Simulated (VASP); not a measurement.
Set up this calculation in VASP 6.6.1, as the native input.

```yaml
Task: single point
Functional: PBEsol
Potentials_or_basis: VASP PAW PBE potentials, release 64 (Fe, Si)
Cutoff: 350 eV
k_mesh: 2 × 3 × 3
Occupations: gaussian, width 0.03 eV
Spin: collinear spin, zero start
Starting_moments: "[0.0, 0.0, 0.0, 0.0, 0.0, 0.0, 0.0, 0.0, 0.0, 0.0, 0.0, 0.0, 0.0, 0.0, 0.0, 0.0, 0.0, 0.0, 0.0, 0.0, 0.0, 0.0, 0.0, 0.0] μB"
Fixed_moment: 0 μB
Dq: 0
Further_INCAR_settings: LREAL = Auto; ALGO = Normal; EDIFF = 1e-05; NBANDS = 72; ISYM = 0
```

The structure of FeSi23 (a cell with a defect) lies in POSCAR:

```
FeSi23                                  
1.0
    0.0000000000      8.1555000000      8.1555000000
    5.4370000000      0.0000000000      5.4370000000
    5.4370000000      5.4370000000      0.0000000000
  Fe              Si            
     1    23
Direct
     0.0004784893117146    0.9990405005912028    0.9976281903113661
     0.0007057907267219    0.0006844485155663    0.4983935881602212
     0.0013195856520346    0.4999129293600607    0.9983789898041382
     0.0006235717326371    0.5008794153389428    0.4991760673198032
     0.3342664822657010    0.9993432796908985    0.9985668636392662
     0.3323335256744741    0.9997811257129021    0.5026104622215208
     0.3325483212637648    0.5039005067660419    0.9979320005406047
     0.3337006313959472    0.5004683245204514    0.4984091249506730
     0.6677886296732664    0.0014906662838299    0.0003400734466049
     0.6698226880662952    0.0003360894458366    0.4968411175238828
     0.6706471027256553    0.4977851017485768    0.9983661559002970
     0.6680512031187504    0.5002214714162067    0.4988470289449743
     0.0809701083659401    0.1200266103471542    0.1184675637905773
     0.0803684948068398    0.1213590725180959    0.6371236162821013
     0.0805841178488769    0.6387098636331793    0.1197457057474212
     0.0832565481430660    0.6262265561777918    0.6239357412568017
     0.4147816085495256    0.1274600118039351    0.1261276887652148
     0.4181792425827253    0.1255121592762992    0.6229338137147309
     0.4189706819650684    0.6235695962661717    0.1235419318789884
     0.4177262454911719    0.6248496454138410    0.6229479846849150
     0.7602476793941213    0.1206368669362085    0.1194796988136016
     0.7504838212531515    0.1253104389386160    0.6251290680196456
     0.7509759406887118    0.6262377577188775    0.1237996237730184
     0.7510284893038355    0.6257845615793121    0.6238329005096462
```

The input as run:

INCAR

```
PREC = Accurate
ENCUT = 350
EDIFF = 1E-5
ISMEAR = 0
SIGMA = 0.03
LREAL = Auto
LASPH = T
NELM = 120
ALGO = Normal
ISIF = 2
LWAVE = F
LCHARG = F
ISPIN = 2
MAGMOM = 0 0 0 0 0 0 0 0 0 0 0 0 0 0 0 0 0 0 0 0 0 0 0 0
LORBIT = 11
NUPDOWN = 0
LMAXMIX = 4
GGA = PS
NBANDS = 72
ISYM = 0
KPAR = 4
```

KPOINTS

```
Automatic mesh
0
Gamma
  2 3 3
```

Potentials or basis: VASP PAW PBE potentials, release 64 (Fe, Si).

Launch:

```sh
$ cat potpaw_PBE.64/Fe/POTCAR potpaw_PBE.64/Si/POTCAR > POTCAR
$ mpirun -np 4 vasp_std > vasp.out
```

It gave:

The pressure is -1.5 GPa and the largest force is 0.186 eV/Å. The net moment is 0.00 μB per cell and the valence electrons inside the program's atomic spheres are Fe 7.39; Si 1.68, 1.69, 1.66, 1.67.

Caveat: the PAW data sets were made with another functional, which shifts forces and pressure a little; the total moment is fixed, so each spin has its own Fermi level.

It took 2.7 min on 4 MPI ranks on Intel(R) Xeon(R) 6975P-C (Granite Rapids) (shared host), peak memory 0.65 GiB a rank.
